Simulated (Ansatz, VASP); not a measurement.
One calculation of GaP, two programs

```
Ga P
1.0
     0.00000    2.77870    2.77870
     2.77870    0.00000    2.77870
     2.77870    2.77870    0.00000
Ga P
1 1
Direct
  0.00000 0.00000 0.00000
  0.75000 0.75000 0.75000
```

Alike in both runs: task single point; functional PBEsol; k mesh 8 × 8 × 8; occupations fermi-dirac, width 0.05 eV; no spin polarisation.

|  | VASP | Ansatz |
| --- | --- | --- |
| version | VASP 6.6.1 | Ansatz 0.2.0 |
| potentials or method | VASP PAW PBE potentials, release 64 (Ga_d, P) | Ansatz PAW |
| plane-wave cutoff (eV) | 520 | 420 |
| valence electrons in the cell | 18 | 18 |

```csv
,VASP,Ansatz,Ansatz less VASP
gap on the k mesh at the Fermi level (eV),1.28,1.27,-0.005
least direct gap on the mesh (eV),1.28,1.27,-0.005
pressure (GPa),-4.8,-4.8,+0.03
```

Caveats: the PAW data sets were made with another functional, which shifts forces and pressure a little (VASP); the PAW data sets come from PBE, with cores solved anew for the run's functional, which leaves a small shift of forces and pressure (Ansatz). Expect the measured gap to be larger: semilocal functionals such as PBEsol lack the derivative discontinuity. A k mesh can miss the band edges.
